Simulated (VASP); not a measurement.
Here is a VASP 6.6.1 calculation.

Contents of POSCAR:

```
Sr8Ti8HO23                              
1.0
    7.8804100000      0.0000000000      0.0000000000
    0.0000000000     -7.8804100000      0.0000000000
    0.0000000000      0.0000000000     -7.8804100000
  Sr              Ti              H               O             
     8     8     1    23
Direct
     0.2500263556990421    0.2467998124005448    0.2471832898471232
     0.2497833441765901    0.2470353929610815    0.7539647675698028
     0.2500974761833003    0.7537512011863832    0.2472887380563190
     0.2498620875718547    0.7535079721730582    0.7538519313067665
     0.7499139658778751    0.2458431695410681    0.2462460047988101
     0.7498729120516932    0.2458733785331422    0.7552126220932468
     0.7499198022510861    0.7548394880663821    0.2462561690641158
     0.7498842608881698    0.7548029453287735    0.7552093044877902
     0.9913397740720834    0.5003821993639300    0.5026910309413303
     0.0019713350688409    0.5001984205989231    0.0033061823800093
     0.0018758145681604    0.0004256759220735    0.5001128936193806
     0.9999558896193449    0.0001898480051891    0.0001673699583955
     0.5085750367172217    0.5011688475985773    0.5004132350784879
     0.4980377460538740    0.5000801946826632    0.0003854417684704
     0.4979732113501561    0.0014451732906470    0.5005101689516387
     0.4997102683461045    0.0000990858081095    0.0004580335714117
     0.2497589218852747    0.4997739327427075    0.5006912457739153
     0.2499713512039155    0.5000014342555186    0.9998605135335905
     0.2499455537708058    0.9999362277089064    0.5000019489170550
     0.2499680005307858    0.0000261704631107    0.0000877003192240
     0.7500384612706563    0.4999441684663541    0.4998932940553947
     0.7498857929483188    0.5000042798081651    0.0000646041936269
     0.7499130697072763    0.9998162250708669    0.5000279551638912
     0.7499512513175545    0.0000201895229327    0.0000557965871197
     0.0079236946863510    0.2533071411856410    0.4996461715560073
     0.9993163913067025    0.2502750931201188    0.9999499758757043
     0.0080575322498590    0.7464438274805263    0.4996558684102555
     0.9993001373079026    0.7497186947055937    0.9999521805933979
     0.4920326251568696    0.2530837741853535    0.5000287187633878
     0.5005574519033701    0.2502683814195841    0.0000701121272287
     0.4917174969550974    0.7461682331823813    0.5000450087279580
     0.5005690783381278    0.7496745335357103    0.0000682755800991
     0.0079727095060766    0.4999325690847951    0.2527951542235440
     0.0080794055234527    0.4999190504353389    0.7460586762011557
     0.9992932982222722    0.9999780608392854    0.2502866186359316
     0.9993128508959710    0.9999794464463160    0.7496947400762445
     0.4916936439918343    0.4997747590450822    0.2535797405788122
     0.4920765335308253    0.4997962772575170    0.7466216956873322
     0.5005660494121346    0.9999275700137888    0.2503524199116971
     0.5005704578831691    0.9999308345638649    0.7497393610143301
```

INCAR.step1

```
ALGO = Normal
EDIFF = 1E-5
ENCUT = 400
GGA = PE
ICORELEVEL = 1
ISIF = 2
ISMEAR = 0
LASPH = T
LREAL = Auto
LWAVE = T
NELECT = 314.0
NELM = 80
PREC = Normal
SIGMA = 0.01
```

Contents of INCAR.step2:

```
ALGO = Normal
EDIFF = 1E-6
ENCUT = 400
GGA = PE
HFSCREEN = 0.2
ICORELEVEL = 1
ISIF = 2
ISMEAR = 0
ISTART = 1
LASPH = T
LCHARG = F
LHFCALC = T
LREAL = Auto
LWAVE = F
NELECT = 314.0
NELM = 80
PREC = Normal
PRECFOCK = Fast
SIGMA = 0.01
```

The input KPOINTS:

```
k-points
0
Gamma
  1 1 1
```

Potentials or basis: VASP PAW PBE potentials, release 64 (Sr_sv, Ti_sv, H, O).

Command:

```sh
$ cat potpaw_PBE.64/Sr_sv/POTCAR potpaw_PBE.64/Ti_sv/POTCAR potpaw_PBE.64/H/POTCAR potpaw_PBE.64/O/POTCAR > POTCAR
$ cp INCAR.step1 INCAR
$ mpirun -np 8 vasp_gam > vasp.out
$ cp INCAR.step2 INCAR
$ mpirun -np 8 vasp_gam > vasp.out
```

Task: Predict the band gap on the k mesh.

Result: 2.98 eV, direct.

Task: What does it give for the largest force?

Result: 1.052 eV/Å.

Core levels (eV, on the scale of the bands):
```csv
atom,levels
1 Sr,"1s -15923.5, 2s -2146.0, 2p -1905.4, 3s -321.9, 3p -244.3, 3d -116.2"
2 Sr,"1s -15923.5, 2s -2146.0, 2p -1905.4, 3s -321.9, 3p -244.3, 3d -116.2"
3 Sr,"1s -15923.5, 2s -2146.0, 2p -1905.4, 3s -321.9, 3p -244.3, 3d -116.2"
4 Sr,"1s -15923.5, 2s -2146.0, 2p -1905.4, 3s -321.9, 3p -244.3, 3d -116.2"
5 Sr,"1s -15923.6, 2s -2146.2, 2p -1905.6, 3s -322.1, 3p -244.4, 3d -116.3"
6 Sr,"1s -15923.6, 2s -2146.2, 2p -1905.6, 3s -322.1, 3p -244.4, 3d -116.3"
```

Caveat: the cell is charged against a uniform background, so pressure and absolute levels hang on convention; the PAW data sets were made with another functional, which shifts forces and pressure a little.
